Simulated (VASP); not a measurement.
# ZrB2 (P6/mmm) in VASP: further runs

The runs below take ZrB2 through single point, relaxation of cell and atoms, with LDA.

All numbers are computed with VASP 6.6.1; they aren't measurements. Logs are shortened: lines on timing, memory, paths and dates and some standing lists are left out, and cuts for length are marked.

## (1) The structure

It takes space group P6/mmm (No. 191, hexagonal). Conventional cell: a = 3.171 Å, b = 3.171 Å, c = 3.542 Å, α = 90.00°, β = 90.00°, γ = 120.00°. Zr (site symmetry 6/mmm) has 12 B at 2.55 Å as nearest neighbours. B (site symmetry -6m2) has 3 B at 1.83 Å as nearest neighbours.

## (2) Single point, LDA (relaxed again under DFT LDA, scalar-relativistic, plane waves, PAW)

Input file INCAR:

```
SYSTEM = ZrB2
  PREC = Accurate
  ENCUT = 520
  EDIFF = 1E-6
  ISMEAR = 0
  SIGMA = 0.1
  LREAL = .False.
  LASPH = .True.
  NELM = 100
  ALGO = Fast
  ISIF = 2
  LWAVE = .False.
  LCHARG = .False.
  NBANDS = 16
```

Input file KPOINTS:

```
Automatic mesh
0
Gamma
  15 15 12
  0 0 0
```

Input file POSCAR:

```
ZrB2
1.0
    3.1327089125      0.0000000000      0.0000000000
   -1.5663544562      2.7130055009      0.0000000000
    0.0000000000      0.0000000000      3.4889504739
Zr B
1 2
Direct
    0.0000000000      0.0000000000      0.0000000000
    0.3333333333      0.6666666667      0.5000000000
    0.6666666667      0.3333333333      0.5000000000
```

Potentials or basis: VASP PAW LDA potentials, release 64 (Zr_sv, B).

Command:

```bash
$ cat potpaw_LDA.64/Zr_sv/POTCAR potpaw_LDA.64/B/POTCAR > POTCAR
$ mpirun -np 1 vasp_std > vasp.out
```

OUTCAR:

```text
SYSTEM = ZrB2
   PREC = Accurate
   ENCUT = 520
   EDIFF = 1E-6
   ISMEAR = 0
   LREAL = .False.
   LASPH = .True.
   NELM = 100
   ISIF = 2

 ion  position               nearest neighbor table
   1  0.000  0.000  0.000-   2 2.51   3 2.51   2 2.51   3 2.51   2 2.51   2 2.51   3 2.51   3 2.51
                             3 2.51   3 2.51   2 2.51   2 2.51
   2  0.333  0.667  0.500-   3 1.81   3 1.81   3 1.81   1 2.51   1 2.51   1 2.51   1 2.51   1 2.51
                             1 2.51
   3  0.667  0.333  0.500-   2 1.81   2 1.81   2 1.81   1 2.51   1 2.51   1 2.51   1 2.51   1 2.51
                             1 2.51

  LATTYP: Found a hexagonal cell.
 ALAT       =     3.1327089125
 C/A-ratio  =     1.1137167772

  Lattice vectors:

 A1 = (   3.1327089125,   0.0000000000,   0.0000000000)
 A2 = (  -1.5663544562,   2.7130055009,   0.0000000000)
 A3 = (   0.0000000000,   0.0000000000,   3.4889504739)

Analysis of symmetry for initial positions (statically):
=====================================================================
 Subroutine PRICEL returns:
 Original cell was already a primitive cell.

 Routine SETGRP: Setting up the symmetry group for a
 hexagonal supercell.

 Subroutine GETGRP returns: Found 24 space group operations
 (whereof 24 operations were pure point group operations)
 out of a pool of 24 trial point group operations.

The static configuration has the point symmetry D_6h.

Analysis of symmetry for dynamics (positions and initial velocities):
=====================================================================
 Subroutine PRICEL returns:
 Original cell was already a primitive cell.

 Routine SETGRP: Setting up the symmetry group for a
 hexagonal supercell.

 Subroutine GETGRP returns: Found 24 space group operations
 (whereof 24 operations were pure point group operations)
 out of a pool of 24 trial point group operations.

The dynamic configuration has the point symmetry D_6h.

 Subroutine INISYM returns: Found 24 space group operations
 (whereof 24 operations are pure point group operations),
 and found     1 'primitive' translations

----------------------------------------------------------------------------------------

                                     Primitive cell

  volume of cell :      29.6528

  direct lattice vectors                    reciprocal lattice vectors
     3.132708913  0.000000000  0.000000000     0.319212550  0.184297452  0.000000000
    -1.566354456  2.713005501  0.000000000     0.000000000  0.368594903  0.000000000
     0.000000000  0.000000000  3.488950474     0.000000000  0.000000000  0.286619144

  length of vectors
     3.132708913  3.132708912  3.488950474     0.368594903  0.368594903  0.286619144

  position of ions in fractional coordinates (direct lattice)
[... 90 lines left out ...]
   TEBEG  =    0.0;   TEEND  =   0.0 temperature during run
   PSTRESS=    0.0 pullay stress
   NELECT =      18.0000    total number of electrons
   NUPDOWN=      -1.0000    fix difference up-down
   EMIN   =  10.00;   EMAX   =-10.00  energy-range for DOS
   EFERMI =   0.00;   METHOD = LEGACY
   ISMEAR =     0;   SIGMA  =   0.10  broadening in eV -4-tet -1-fermi 0-gaus
   EFERMI_NEDOS =   21; number of points for ismear=-14 and -15
   IALGO  =     68    algorithm
   IMIX   =      4    mixing-type and parameters
     AMIX     =   0.40;   BMIX     =  1.00
     AMIX_MAG =   1.60;   BMIX_MAG =  1.00
  volume/ion in A,a.u.               =       9.88        66.70
  Fermi-wavevector in a.u.,A,eV,Ry     =   1.386151  2.619445 26.142427  1.921414
  Thomas-Fermi vector in A             =   2.510494
   LORBIT       =      0    0 simple, 1 ext, 2 COOP (PROOUT), +10 PAW based schemes
   GGA     = CA    functional components
   LHFCALC =     F    Hartree Fock is set to
   AEXX    =    0.0000 exact exchange contribution
   IVDW    =     0    specifies the selected vdW correction
   LEPSILON=     F    determine dielectric tensor
   LRPA    =     F    only Hartree local field effects (RPA)
 non-spin polarized calculation
 RMM-DIIS sequential band-by-band and
 Gauss-broadening in eV      SIGMA  =   0.10
  energy-cutoff  :      520.00
  volume of cell :       29.65
 maximum number of plane-waves:       820
 NGX is ok and might be reduce to    24
   NGX = 11   NGY = 11   NGZ = 13

 number of electron      18.0000000 magnetization

 Free energy of the ion-electron system (eV)
  ---------------------------------------------------
  ext. energy  EPLUGINS =         0.00000000
  ---------------------------------------------------
  free energy    TOTEN  =       -27.48273455 eV

  energy without entropy =      -27.48167751  energy(sigma->0) =      -27.48220603

 E-fermi :  10.8579     XC(G=0): -12.7556

 val. band max:       10.8322811680   @ k =   0.0667   0.0667   0.4167
 cond. band min:      10.8696099154   @ k =   0.4000   0.1333   0.0000
 fundamental gap:      0.0373287474
 Fermi energy:        10.8579425866

 k-point     1 :       0.0000    0.0000    0.0000
  band No.  band energies     occupation
      1     -37.3584      2.00000
      2     -15.7255      2.00000
      3     -15.1009      2.00000
      4     -15.1009      2.00000
      5      -1.8531      2.00000
      6       8.1698      2.00000
[... 433 lines left out ...]
      3     -15.5898      2.00000
      4     -15.5069      2.00000
      5       2.5028      2.00000
      6       2.7724      2.00000
[... 8 lines left out ...]
     15      20.7313      0.00000
     16      20.9172      0.00000

 [... further k-points ...]

------------------------ aborting loop because EDIFF is reached ----------------------------------------

  FORCE on cell =-STRESS in cart. coord.  units (eV):
  Direction    XX          YY          ZZ          XY          YZ          ZX
  --------------------------------------------------------------------------------------
  -------------------------------------------------------------------------------------
  Total        0.0904274      0.0904274      0.1020014      0.0000000     -0.0000000      0.0000000
  in kB        4.8859056      4.8859056      5.5112642      0.0000000     -0.0000000      0.0000000
  external PRESSURE =       5.0943585 kB  Pullay stress =       0.0000000 kB

 VOLUME and BASIS-vectors are now :
 -----------------------------------------------------------------------------
  energy-cutoff  :      520.00
  volume of cell :       29.65
      direct lattice vectors                 reciprocal lattice vectors
     3.132708913  0.000000000  0.000000000     0.319212550  0.184297452  0.000000000
    -1.566354456  2.713005501  0.000000000     0.000000000  0.368594903  0.000000000
     0.000000000  0.000000000  3.488950474     0.000000000  0.000000000  0.286619144

 POSITION                                       TOTAL-FORCE (eV/Angst)
 -----------------------------------------------------------------------------------
      0.00000      0.00000      0.00000         0.000000      0.000000      0.000000
     -0.00000      1.80867      1.74448         0.000000     -0.000000      0.000000
      1.56635      0.90434      1.74448        -0.000000      0.000000      0.000000
 -----------------------------------------------------------------------------------
    total drift:                               -0.000000      0.000000      0.000000

  FREE ENERGIE OF THE ION-ELECTRON SYSTEM (eV)
  ---------------------------------------------------
  free  energy   TOTEN  =       -27.4827345517 eV

  energy  without entropy=      -27.4816775106  energy(sigma->0) =      -27.48220603
```

Wall time 72 s (1 thread of AMD EPYC 9R45 (Zen 5), shared host); peak memory 0.16 GiB.

What came out:

- Free energy: -27.4827 eV
- Pressure: 0.5 GPa
- Band gap on the k mesh: none (metal or under the smearing width)

Levels at points of the mesh, in eV from the Fermi level:
| k point | band 5 | band 6 | band 7 | band 8 | band 9 | band 10 | band 11 | band 12 | band 13 | band 14 |
| --- | --- | --- | --- | --- | --- | --- | --- | --- | --- | --- |
| (0.00, 0.00, 0.00) | -12.71 | -2.69 | -2.69 | -2.66 | -2.25 | 3.55 | 3.55 | 4.35 | 4.35 | 5.25 |
| (0.00, 0.00, 0.50) | -10.50 | -6.99 | -0.96 | -0.96 | 0.34 | 0.34 | 0.80 | 0.80 | 1.91 | 5.14 |

## (3) Relaxation of cell and atoms, LDA

Input file INCAR:

```
ALGO = Fast
EDIFF = 1E-6
EDIFFG = -0.005
ENCUT = 600
IBRION = 2
ISIF = 3
ISMEAR = 0
LASPH = T
LCHARG = F
LREAL = F
LWAVE = F
NELM = 100
NSW = 70
PREC = Accurate
SIGMA = 0.1
```

Input file KPOINTS:

```
k-points
0
Gamma
  15 15 12
```

Input file POSCAR:

```
ZrB2
1.0
    3.1711659775      0.0000000000      0.0000000000
   -1.5855829887      2.7463102961      0.0000000000
    0.0000000000      0.0000000000      3.5422975713
Zr B
1 2
Direct
    0.0000000000      0.0000000000      0.0000000000
    0.3333333333      0.6666666667      0.5000000000
    0.6666666667      0.3333333333      0.5000000000
```

Potentials or basis: VASP PAW LDA potentials, release 64 (Zr_sv, B).

Command:

```bash
$ cat potpaw_LDA.64/Zr_sv/POTCAR potpaw_LDA.64/B/POTCAR > POTCAR
$ mpirun -np 1 vasp_std > vasp.out
```

OUTCAR:

```text
EDIFF = 1E-6
   EDIFFG = -0.005
   ENCUT = 600
   IBRION = 2
   ISIF = 3
   ISMEAR = 0
   LASPH = T
   LREAL = F
   NELM = 100
   NSW = 70
   PREC = Accurate

 ion  position               nearest neighbor table
   1  0.000  0.000  0.000-   2 2.55   3 2.55   2 2.55   3 2.55   2 2.55   2 2.55   3 2.55   3 2.55
                             3 2.55   3 2.55   2 2.55   2 2.55
   2  0.333  0.667  0.500-   3 1.83   3 1.83   3 1.83   1 2.55   1 2.55   1 2.55   1 2.55   1 2.55
                             1 2.55
   3  0.667  0.333  0.500-   2 1.83   2 1.83   2 1.83   1 2.55   1 2.55   1 2.55   1 2.55   1 2.55
                             1 2.55

  LATTYP: Found a hexagonal cell.
 ALAT       =     3.1711659775
 C/A-ratio  =     1.1170331659

  Lattice vectors:

 A1 = (   3.1711659775,   0.0000000000,   0.0000000000)
 A2 = (  -1.5855829887,   2.7463102961,   0.0000000000)
 A3 = (   0.0000000000,   0.0000000000,   3.5422975713)

[... 392 lines left out ...]
      6       8.1530      2.00000
      7       8.1530      2.00000
      8       8.1805      2.00000
      9       8.5759      2.00000
     10      14.3786      0.00000
     11      14.3786      0.00000
     12      15.1698      0.00000
     13      15.1698      0.00000
[... 354 lines left out ...]
  band No.  band energies     occupation
      1     -37.2383      2.00000
      2     -16.0725      2.00000
      3     -15.6178      2.00000
      4     -15.5364      2.00000
      5       2.4867      2.00000
      6       2.7503      2.00000
      7       5.2964      2.00000
      8       7.3842      2.00000
      9       9.8223      2.00000
     10      10.5955      1.99929
     11      13.6942      0.00000
     12      15.1465      0.00000
     13      17.4394      0.00000

 [... further k-points ...]

------------------------ aborting loop because EDIFF is reached ----------------------------------------

  FORCE on cell =-STRESS in cart. coord.  units (eV):
  Direction    XX          YY          ZZ          XY          YZ          ZX
  --------------------------------------------------------------------------------------
  -------------------------------------------------------------------------------------
  Total       -0.0080016     -0.0080016     -0.0100643     -0.0000000     -0.0000000      0.0000000
  in kB       -0.4314897     -0.4314897     -0.5427221     -0.0000000     -0.0000000      0.0000000
  external PRESSURE =      -0.4685672 kB  Pullay stress =       0.0000000 kB
[... 18 lines left out ...]
  FREE ENERGIE OF THE ION-ELECTRON SYSTEM (eV)
  ---------------------------------------------------
  free  energy   TOTEN  =       -27.4849101004 eV

  energy  without entropy=      -27.4838497679  energy(sigma->0) =      -27.48437993

 reached required accuracy - stopping structural energy minimisation
```

OSZICAR:

```text
N       E                     dE             d eps       ncg     rms          rms(c)
DAV:   1     0.122760574788E+03    0.12276E+03   -0.10688E+04  4914   0.154E+03
DAV:   2    -0.236673060246E+02   -0.14643E+03   -0.14105E+03  5695   0.357E+02
[... 89 lines left out ...]
   9 F= -.27484906E+02 E0= -.27484376E+02  d E =0.118868E-05
       N       E                     dE             d eps       ncg     rms          rms(c)
DAV:   1    -0.274849342774E+02   -0.28611E-04   -0.55524E-04  5898   0.262E-01    0.631E-02
RMM:   2    -0.274849124152E+02    0.21862E-04   -0.49932E-05  5125   0.765E-02    0.181E-02
RMM:   3    -0.274849098244E+02    0.25908E-05   -0.25383E-05  5591   0.408E-02    0.988E-03
RMM:   4    -0.274849101004E+02   -0.27597E-06   -0.50731E-06  4395   0.189E-02
  10 F= -.27484910E+02 E0= -.27484380E+02  d E =-.263893E-05
```

CONTCAR:

```text
ZrB2
   1.00000000000000
     3.1343940476748267   -0.0000000000006717    0.0000000000000000
    -1.5671970237885751    2.7144648707266694    0.0000000000000000
    -0.0000000000000000    0.0000000000000000    3.4920448101232631
  Zr              B
     1     2
Direct
     0.0000000000000000    0.0000000000000000    0.0000000000000000
     0.3333333332999970    0.6666666667000030    0.5000000000000000
     0.6666666667000030    0.3333333332999970    0.5000000000000000

  0.00000000E+00  0.00000000E+00  0.00000000E+00
  0.00000000E+00  0.00000000E+00  0.00000000E+00
  0.00000000E+00  0.00000000E+00  0.00000000E+00
```

Run time: 5 min. Hardware: 1 thread of AMD EPYC 9R45 (Zen 5), shared host; peak memory 0.2 GiB.

Results:

```
Free energy                            : -27.4849 eV
Relaxed volume                         : 9.90 Å³/atom
Relaxed cell                           : a = 3.134 Å, b = 3.134 Å, c = 3.492 Å, α = 90.00°, β = 90.00°, γ = 120.00°
Space group after relaxing (to 0.05 Å) : P6/mmm (No. 191)
Energy gained by relaxing              : 11.1 meV/atom
Ionic steps                            : 10
Pressure after relaxing                : 0.0 GPa
Band gap on the k mesh                 : none (metal or under the smearing width)
```

Step by step:
```tsv
step	energy change (eV)	largest force (eV/Å)	pressure (GPa)	volume (Å³)
1	0.0000	0.0000	-9.10	30.85
2	0.0247	0.0000	13.83	28.32
3	-0.0332	0.0000	-0.12	29.73
4	-0.0333	0.0000	0.08	29.70
5	-0.0334	0.0000	0.09	29.70
6	-0.0334	0.0000	0.09	29.70
7	-0.0334	0.0000	0.09	29.70
8	-0.0334	0.0000	0.09	29.70
9	-0.0334	0.0000	-0.10	29.72
10	-0.0334	0.0000	-0.05	29.71
```

Final structure:
```
Zr B
1.0
     3.13439    0.00000    0.00000
    -1.56720    2.71446    0.00000
     0.00000    0.00000    3.49204
Zr B
1 2
Direct
  0.00000 0.00000 0.00000
  0.33333 0.66667 0.50000
  0.66667 0.33333 0.50000
```

LDA usually gives volumes a few per cent too small. Zero-point motion and thermal expansion aren't in these numbers.
